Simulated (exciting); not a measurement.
Input of an exciting (release sodium) run:

File run_exciting.py:

```python
import subprocess
import xml.etree.ElementTree as ET
from ase.io import read
from ase.units import Bohr

atoms = read("Al.cif")
rmt = {'Al': 2.0}  # bohr
tasks = """
<groundstate do="fromscratch" ngridk="12 12 12" rgkmax="7.5" gmaxvr="14" lmaxapw="10" lmaxmat="10" lmaxvr="8" stype="Gaussian" swidth="0.00183747" nempty="8" ValenceRelativity="iora*" epsengy="1e-05" epspot="1e-05" maxscl="60" tforce="true" outputlevel="normal">
  <libxc exchange="XC_GGA_X_PW91" correlation="XC_GGA_C_PW91"/>
</groundstate>
<properties>
  <chargedensityplot>
    <plot3d>
      <box grid="15 15 15">
        <origin coord="0 0 0"/>
        <point coord="1 0 0"/>
        <point coord="0 1 0"/>
        <point coord="0 0 1"/>
      </box>
    </plot3d>
  </chargedensityplot>
  <elfplot>
    <plot3d>
      <box grid="15 15 15">
        <origin coord="0 0 0"/>
        <point coord="1 0 0"/>
        <point coord="0 1 0"/>
        <point coord="0 0 1"/>
      </box>
    </plot3d>
  </elfplot>
  <exccplot>
    <plot3d>
      <box grid="15 15 15">
        <origin coord="0 0 0"/>
        <point coord="1 0 0"/>
        <point coord="0 1 0"/>
        <point coord="0 0 1"/>
      </box>
    </plot3d>
  </exccplot>
</properties>
"""

root = ET.Element("input")
ET.SubElement(root, "title").text = "Al"
structure = ET.SubElement(root, "structure", speciespath="./", tshift="false")
crystal = ET.SubElement(structure, "crystal", scale="1.0")
for vector in atoms.cell / Bohr:
    ET.SubElement(crystal, "basevect").text = " ".join(f"{x:.12f}" for x in vector)
symbols = atoms.get_chemical_symbols()
for element in dict.fromkeys(symbols):
    species = ET.SubElement(structure, "species", speciesfile=element + ".xml", rmt=str(rmt[element]))
    for symbol, position in zip(symbols, atoms.get_scaled_positions(wrap=False)):
        if symbol == element:
            ET.SubElement(species, "atom", coord=" ".join(f"{x:.12f}" for x in position))
root.extend(ET.fromstring("<tasks>" + tasks + "</tasks>"))
ET.indent(root)
ET.ElementTree(root).write("input.xml")
subprocess.run(["exciting_smp"], check=True)
```

File Al.cif:

```cif
data_Al
_cell_length_a 2.82768970
_cell_length_b 2.82768970
_cell_length_c 2.82768970
_cell_angle_alpha 109.47122063
_cell_angle_beta 109.47122063
_cell_angle_gamma 109.47122063
_space_group_name_H-M_alt 'P1'
_space_group_name_Hall 'P 1'
_space_group_IT_number 1
loop_
_space_group_symop_operation_xyz
'x,y,z'
loop_
_atom_site_label
_atom_site_type_symbol
_atom_site_symmetry_multiplicity
_atom_site_Wyckoff_symbol
_atom_site_fract_x
_atom_site_fract_y
_atom_site_fract_z
_atom_site_occupancy
Al1 Al 1 a 0.0000000000 0.0000000000 0.0000000000 1
```

Potentials or basis: all-electron LAPW+lo, shipped species files, valence relativity iora*.

Launch:

```bash
$ OMP_NUM_THREADS=1 python run_exciting.py
```

Question: Estimate the band gap on the k mesh.

Answer: None (metal or under the smearing width).
